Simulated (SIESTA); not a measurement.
# Cu: equation of state with BLYP

Cu:

```
CELL_PARAMETERS angstrom
0.00000 1.80750 1.80750
1.80750 0.00000 1.80750
1.80750 1.80750 0.00000
ATOMIC_POSITIONS crystal
Cu 0.00000 0.00000 0.00000
```

```yaml
Program: SIESTA 5.4.2
Task: equation of state
Functional: BLYP
Potentials_or_basis: PseudoDojo 0.4 standard (PBE files)
Basis: DZP (energy shift 0.002 Ry)
Grid_cutoff: 800 Ry
Energy_shift: 0.002 Ry
k_mesh: 13 × 13 × 13
Occupations: fermi-dirac, width 0.05 eV
Spin: no spin polarisation
```

```
Equilibrium volume : 12.57 Å³/atom (rough: see the caveat)
Bulk modulus       : 93 GPa (rough)
```

Energy against volume, from the lowest point:
| volume (Å³/atom) | energy (meV/atom) |
| --- | --- |
| 11.102 | 75.65 |
| 11.338 | 50.08 |
| 11.574 | 30.40 |
| 11.810 | 16.40 |
| 12.047 | 7.43 |
| 12.283 | 2.40 |
| 12.519 | 0.00 |

All runs of the series together: 3.2 min on 1 thread of Arm Neoverse V1 (shared host).

Caveat: the fit is doubtful: noisy points or a state that changes with volume; the minimum lies outside the volumes run; semicore shells carry a single zeta, which can move pressures by several GPa and volumes by a few percent; the potentials were made for another functional, which shifts forces and pressure; the basis of atomic orbitals isn't converged, which shifts pressures, moduli and gaps.
